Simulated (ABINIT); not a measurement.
Crystal: BaZrO3.

```
Ba Zr O
1.0
     4.19134    0.00000    0.00000
     0.00000    4.19134    0.00000
     0.00000    0.00000    4.19134
Ba Zr O
1 1 3
Direct
  0.00000 0.00000 0.00000
  0.50000 0.50000 0.50000
  0.50000 0.50000 0.00000
  0.50000 0.00000 0.50000
  0.00000 0.50000 0.50000
```

Base run:

| Item | Value |
| --- | --- |
| Program | ABINIT 10.8.3 (patched build) |
| Functional | PW91 |
| Potentials or basis | JTH PAW PBE v2.0 |
| Cutoff | 626 eV |
| k mesh | 6 × 6 × 6 |
| Occupations | fermi-dirac, width 0.05 eV |
| Spin | no spin polarisation |

Its results: band gap on the k mesh 3.20 eV, indirect (least direct gap 3.42 eV); pressure 3.9 GPa.

Question: After a change of settings the same cell gave: band gap on the k mesh 3.08 eV, indirect (least direct gap 3.30 eV); pressure -4.6 GPa. Which change was it?
A. functional from PW91 to LDA-PZ; potentials or basis from JTH PAW PBE v2.0 to JTH PAW LDA v2.0
B. functional from PW91 to BP86
C. functional from PW91 to PBE; k mesh from 6 × 6 × 6 to 4 × 4 × 4
D. functional from PW91 to RPBE

Answer: A.

Caveats: this set's barium file shifts pressures by 1.5 GPa and gaps by 0.1 eV against other sets; spin-orbit coupling is left out, which moves the levels of the heavy elements; the PAW data sets were made with another functional, which shifts forces and pressure a little (some runs).
